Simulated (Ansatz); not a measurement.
SrTiO3, DFT, PBE, all-electron LAPW, scalar-relativistic (Ansatz 0.2.0), run on 2 threads of Arm Neoverse V1 on a shared host.

The cell is COD entry 7212245, as deposited and not checked against the literature; nothing was relaxed. The listed cell was then made from it by scaling, straining or moving an atom.

Command: `ansatz run input.yaml --threads 2 --pin off --max-ram 6144MiB --backend cpu --events-out ev --progress --plain --runs-dir out`

```yaml
crystal:
  lattice:
    - [3.905, 0.03905, 0.03905]
    - [0.03905, 3.905, 0.03905]
    - [0.03905, 0.03905, 3.905]
  atoms:
    - { symbol: Sr, position: [0.0, 0.0, 0.0] }
    - { symbol: Ti, position: [0.5, 0.5, 0.5] }
    - { symbol: O, position: [0.0, 0.5, 0.5] }
    - { symbol: O, position: [0.5, 0.0, 0.5] }
    - { symbol: O, position: [0.5, 0.5, 0.0] }
kpoints:
  mp_grid: { grid: [7, 7, 7] }
  band_path:
    path:
      - [0.0, 0.0, 0.0]
      - [0.5, 0.5, 0.5]
      - [0.5193194925, 0.4806805075, 0.5]
      - [0.5, -0.4806805075, 0.4806805075]
      - [0.5, 0.0, 0.0]
      - [0.0, 0.0, 0.0]
      - [0.4903402537, -0.4903402537, 0.0]
      - [0.5096597463, 0.0, 0.4903402537]
      - [0.5, 0.0, 0.5]
    npoints: 5
scf:
  occupations: { method: fermi_dirac, width: 0.05 }
hamiltonian:
  xc: pbe
  pseudopotentials: { kind: all_electron, lapw: { basis_error: 0.001 } }
output:
  forces: true
  stress: true
  eigenvalues: true
```

How large is the problem that the program sets up?

44 irreducible k-points, 1099 plane waves at Γ, 44 bands.

About how long does it take, and how much memory does it use?

44 s of wall time for 12 SCF iterations, with a peak of 0.66 GiB. Times on shared machines scatter by tens of per cent.
